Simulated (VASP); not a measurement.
Input of a VASP 6.6.1 run:

INCAR

```
PREC = Accurate
ENCUT = 600
EDIFF = 1E-7
ISMEAR = 0
SIGMA = 0.1
LREAL = F
LASPH = T
NELM = 80
ALGO = Normal
ISIF = 3
LWAVE = F
LCHARG = F
IBRION = 2
NSW = 90
EDIFFG = -0.005
```

File KPOINTS:

```
regular mesh
0
Gamma
  18 18 10
```

Contents of POSCAR:

```
TiAl
1.0
    2.8672622300      0.0000000000      0.0000000000
   -1.4336311200      2.4831219300      0.0000000000
    0.0000000000      0.0000000000      4.6780830000
Ti Al
1 1
Direct
    0.0000000000      0.0000000000      0.0000000000
    0.3333333300      0.6666666700      0.5000000000
```

Potentials or basis: VASP PAW LDA potentials, release 64 (Ti_sv, Al).

Launch:

```sh
$ cat potpaw_LDA.64/Ti_sv/POTCAR potpaw_LDA.64/Al/POTCAR > POTCAR
$ mpirun -np 1 vasp_std > vasp.out
```

(1) Predict the relaxed cell.

(2) Predict the relaxed volume.

(3) Predict the space group after relaxing (to 0.05 Å).

## Answers

(1) a = 2.812 Å, b = 2.812 Å, c = 4.594 Å, α = 90.00°, β = 90.00°, γ = 120.00°.

(2) 15.73 Å³/atom.

(3) P-6m2 (No. 187).
